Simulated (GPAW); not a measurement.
The system is Au.

```
Au
1.0
     0.00000    2.03500    2.03500
     2.03500    0.00000    2.03500
     2.03500    2.03500    0.00000
Au
1
Direct
  0.00000 0.00000 0.00000
```

Base run:

| Item | Value |
| --- | --- |
| Program | GPAW 26.7.0 |
| Functional | r2SCAN |
| Potentials or basis | GPAW PAW data sets (gpaw-data 1.2.1) |
| Cutoff | 600 eV |
| Basis | pw |
| k mesh | 11 × 11 × 11 |
| Occupations | fermi-dirac, width 0.05 eV |
| Spin | no spin polarisation |

Its results: pressure 10.1 GPa.

Problem. The run is repeated on the same cell with these changes: functional from r2SCAN to BLYP; potentials or basis from GPAW PAW data sets (gpaw-data 1.2.1) to PAW data sets generated in the run's folder for this functional. What comes out?

Solution. Pressure 25.4 GPa.

Caveats: with this Au data set, volumes or pressures lay over 1.5 % or 2 GPa off other programs in two to four cells of ten; the PAW data sets were made with another functional, which shifts forces and pressure a little (some runs); so large a pressure means that the cell lies far from this level's equilibrium, or that cutoff or potentials fall short (some runs).
